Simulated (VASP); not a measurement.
Input of a VASP 6.6.1 run:

File POSCAR:

```
BaTiO3
1.0
    2.8273666084      1.6323808724      2.3183934932
   -2.8273666084      1.6323808724      2.3183934932
    0.0000000000     -3.2647617449      2.3183934932
Ba Ti O
1 1 3
Direct
    0.0000000000      0.0000000000      0.0000000000
    0.4845000000      0.4845000000      0.4845000000
    0.5086000000      0.0175000000      0.5086000000
    0.0175000000      0.5086000000      0.5086000000
    0.5086000000      0.5086000000      0.0175000000
```

INCAR.step1

```
SYSTEM = BaTiO3
  PREC = Accurate
  ENCUT = 520
  EDIFF = 1E-5
  ISMEAR = 0
  SIGMA = 0.02
  LREAL = .FALSE.
  LASPH = .TRUE.
  NELM = 80
  ALGO = Normal
  ISIF = 2
  LWAVE = .TRUE.
  LCHARG = .FALSE.
  LMAXMIX = 4
  NBANDS = 28
  GGA = PE
  KPAR = 4
```

The input INCAR.step2:

```
SYSTEM = BaTiO3
  PREC = Accurate
  ENCUT = 520
  EDIFF = 1E-6
  ISMEAR = 0
  SIGMA = 0.02
  LREAL = .FALSE.
  LASPH = .TRUE.
  NELM = 80
  ALGO = Normal
  ISIF = 2
  LWAVE = .FALSE.
  LCHARG = .FALSE.
  LMAXMIX = 4
  GGA = PE
  LHFCALC = .TRUE.
  AEXX = 0.25
  PRECFOCK = Fast
  HFRCUT = -1
  NBANDS = 28
  ISTART = 1
  KPAR = 4
```

The input KPOINTS:

```
regular mesh
0
G
  4 4 4
  0 0 0
```

Contents of KPOINTS_OPT:

```
path GLB1,BZGX,QFP1Z,LP
8
line-mode
reciprocal
 0.0000000000  0.0000000000  0.0000000000  G
 0.5000000000  0.0000000000  0.0000000000  L

 0.5000000000  0.0000000000  0.0000000000  L
 0.5000000000  0.4971712123 -0.4971712123  B1

 0.5028287877  0.5000000000  0.4971712123  B
 0.5000000000  0.5000000000  0.5000000000  Z

 0.5000000000  0.5000000000  0.5000000000  Z
 0.0000000000  0.0000000000  0.0000000000  G

 0.0000000000  0.0000000000  0.0000000000  G
 0.4985856061  0.0000000000 -0.4985856061  X

 0.5014143939  0.4985856061  0.0000000000  Q
 0.5000000000  0.5000000000  0.0000000000  F

 0.5000000000  0.5000000000  0.0000000000  F
 0.5014143939  0.5014143939  0.4971712123  P1

 0.5014143939  0.5014143939  0.4971712123  P1
 0.5000000000  0.5000000000  0.5000000000  Z

 0.5000000000  0.0000000000  0.0000000000  L
 0.5028287877  0.4985856061  0.4985856061  P
```

Potentials or basis: VASP PAW PBE potentials, release 64 (Ba_sv, Ti_sv, O).

Command:

```sh
$ cat potpaw_PBE.64/Ba_sv/POTCAR potpaw_PBE.64/Ti_sv/POTCAR potpaw_PBE.64/O/POTCAR > POTCAR
$ cp INCAR.step1 INCAR
$ mpirun -np 4 vasp_std > vasp.out
$ cp INCAR.step2 INCAR
$ mpirun -np 4 vasp_std > vasp.out
```

Question: What does it give for the largest force?

Answer: 0.126 eV/Å.

Question: What does it give for the pressure?

Answer: 1.3 GPa.

Question: What does it give for the band gap along the path?

Answer: 4.59 eV, indirect (least direct gap 4.94 eV).

Question: What does it give for the band gap on the k mesh?

Answer: 4.59 eV, indirect (least direct gap 4.98 eV).

Forces in eV/Å, atoms in the order of the input:
```
Ba   0.000  0.000 -0.126
Ti   0.000  0.000 -0.102
O   -0.067  0.039  0.076
O    0.067  0.039  0.076
O    0.000 -0.077  0.076
```

Caveat: the PAW data sets were made with another functional, which shifts forces and pressure a little; spin-orbit coupling is left out, which moves the levels of the heavy elements.
